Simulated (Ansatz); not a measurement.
All numbers below come from DFT PBE, scalar-relativistic, plane waves, PAW (Ansatz). Several structures of Cd2S5 were relaxed, and the powder pattern of one of them was computed from 10° to 70° in 2θ (λ = 1.5406 Å; lines under 1 % are left out).

Cu Kα1 powder pattern (kinematic, no thermal factors).
2θ (°) (relative intensity): 15.88 (15), 17.20 (34), 18.10 (100), 21.05 (14), 23.92 (8), 27.39 (7), 27.90 (50), 31.81 (24), 32.07 (26), 34.07 (14), 34.73 (10), 34.80 (11), 36.67 (30), 37.81 (6), 38.85 (16), 42.61 (17), 42.67 (20), 43.42 (15), 44.25 (16), 44.60 (15), 46.88 (4), 47.31 (2), 48.73 (10), 48.96 (10), 48.97 (7), 49.67 (4), 49.81 (2), 51.61 (6), 52.28 (3), 53.30 (1), 53.86 (3), 55.85 (8), 56.30 (5), 56.32 (3), 56.52 (6), 57.01 (3), 57.02 (6), 57.65 (1), 59.22 (9), 60.80 (6), 60.99 (2), 61.43 (3), 61.47 (4), 62.03 (6), 62.24 (1), 63.30 (6), 64.20 (3), 66.48 (6), 67.07 (1), 67.66 (3), 68.38 (3)

Question: Which structure gives it?
A.

```cif
data_structure
_symmetry_space_group_name_H-M 'Imm2'
_symmetry_Int_Tables_number 44
_cell_length_a 6.5081
_cell_length_b 8.4336
_cell_length_c 7.4342
_cell_angle_alpha 90.000
_cell_angle_beta 90.000
_cell_angle_gamma 90.000
_cell_volume 408.04
loop_
_atom_site_label
_atom_site_type_symbol
_atom_site_symmetry_multiplicity
_atom_site_Wyckoff_symbol
_atom_site_fract_x
_atom_site_fract_y
_atom_site_fract_z
_atom_site_occupancy
Cd1 Cd 4 d 0.50000 0.79735 0.36074 1
S1 S 8 e 0.28041 0.11842 0.66388 1
S2 S 2 b 0.50000 0.00000 0.12870 1
```

B.

```cif
data_structure
_symmetry_space_group_name_H-M 'P1'
_symmetry_Int_Tables_number 1
_cell_length_a 4.2956
_cell_length_b 6.6135
_cell_length_c 8.6043
_cell_angle_alpha 85.732
_cell_angle_beta 81.557
_cell_angle_gamma 89.422
_cell_volume 241.12
loop_
_atom_site_label
_atom_site_type_symbol
_atom_site_symmetry_multiplicity
_atom_site_Wyckoff_symbol
_atom_site_fract_x
_atom_site_fract_y
_atom_site_fract_z
_atom_site_occupancy
Cd1 Cd 1 a 0.04141 0.11895 0.85446 1
Cd2 Cd 1 a 0.56323 0.61592 0.79859 1
S1 S 1 a 0.08034 0.79420 0.72672 1
S2 S 1 a 0.96263 0.38607 0.29472 1
S3 S 1 a 0.25161 0.29095 0.45666 1
S4 S 1 a 0.58651 0.52055 0.42805 1
S5 S 1 a 0.51427 0.27337 0.93981 1
```

C.

```cif
data_structure
_symmetry_space_group_name_H-M 'C2'
_symmetry_Int_Tables_number 5
_cell_length_a 6.4076
_cell_length_b 5.5375
_cell_length_c 10.2580
_cell_angle_alpha 90.000
_cell_angle_beta 96.069
_cell_angle_gamma 90.000
_cell_volume 361.94
loop_
_atom_site_label
_atom_site_type_symbol
_atom_site_symmetry_multiplicity
_atom_site_Wyckoff_symbol
_atom_site_fract_x
_atom_site_fract_y
_atom_site_fract_z
_atom_site_occupancy
Cd1 Cd 4 c 0.74657 0.30453 0.85577 1
S1 S 4 c 0.59067 0.47351 0.27938 1
S2 S 4 c 0.11543 0.22177 0.44337 1
S3 S 2 a 0.00000 0.56838 0.00000 1
```

Answer: A. Its strongest line, at 2θ = 18.10°, has d = λ/(2 sin θ) = 4.897 Å and is the (1 0 1) reflection of the conventional Imm2 cell with a = 6.508 Å, b = 8.434 Å, c = 7.434 Å. The others have their strongest lines at 10.4° (B); 23.5° (C).

The cells needn't be stable.
